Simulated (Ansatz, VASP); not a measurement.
Two plane-wave programs on TaN

INCAR

```
PREC     = Accurate       # precision mode
ENCUT    = 520            # plane-wave cutoff, eV
EDIFF    = 1E-6           # SCF threshold, eV
ISMEAR   = 0              # smearing method
SIGMA    = 0.3            # smearing width, eV
LREAL    = F              # projectors in reciprocal space
LASPH    = T              # aspherical terms in the spheres
NELM     = 60             # most SCF steps
ALGO     = Normal         # electronic algorithm
ISIF     = 2              # what is computed and relaxed
LWAVE    = F              # write WAVECAR
LCHARG   = F              # write CHGCAR
GGA      = PS             # functional
NBANDS   = 15             # bands
```

File KPOINTS:

```
regular mesh
0
Gamma
  13 13 13
```

The input POSCAR:

```
TaN
1.0
    0.0000000000      2.1790000000      2.1790000000
    2.1790000000      0.0000000000      2.1790000000
    2.1790000000      2.1790000000      0.0000000000
Ta N
1 1
Direct
    0.5000000000      0.5000000000      0.5000000000
    0.0000000000      0.0000000000      0.0000000000
```

Input for Ansatz:

```yaml
crystal:
  lattice:
    - [0.0, 2.179, 2.179]
    - [2.179, 0.0, 2.179]
    - [2.179, 2.179, 0.0]
  atoms:
    - { symbol: Ta, position: [0.5, 0.5, 0.5] }
    - { symbol: "N", position: [0.0, 0.0, 0.0] }
basis:
  ecutwfc: 489.804952427784
kpoints:
  mp_grid:
    grid: [13, 13, 13]
hamiltonian:
  xc: pbesol
  pseudopotentials:
    kind: paw
scf:
  occupations:
    method: gaussian
    width: 0.3
output:
  stress: true
```

Alike in both runs: task single point; functional PBEsol; k mesh 13 × 13 × 13; occupations gaussian, width 0.3 eV; no spin polarisation.

|  | VASP | Ansatz |
| --- | --- | --- |
| version | VASP 6.6.1 | Ansatz 0.2.0 |
| potentials or method | VASP PAW PBE potentials, release 64 (Ta_pv, N) | plane waves, PAW |
| plane-wave cutoff (eV) | 520 | 490 |
| valence electrons in the cell | 16 | 18 |

VASP gave:

```
pressure (GPa) : 5.6
```

Task: Which values does Ansatz return?

Result: Pressure (GPa): 4.5.

The two sets of potentials don't hold the same shells in valence.

Caveats: the PAW data sets were made with another functional, which shifts forces and pressure a little (VASP). Spin-orbit coupling is left out, which matters for the levels of Ta.
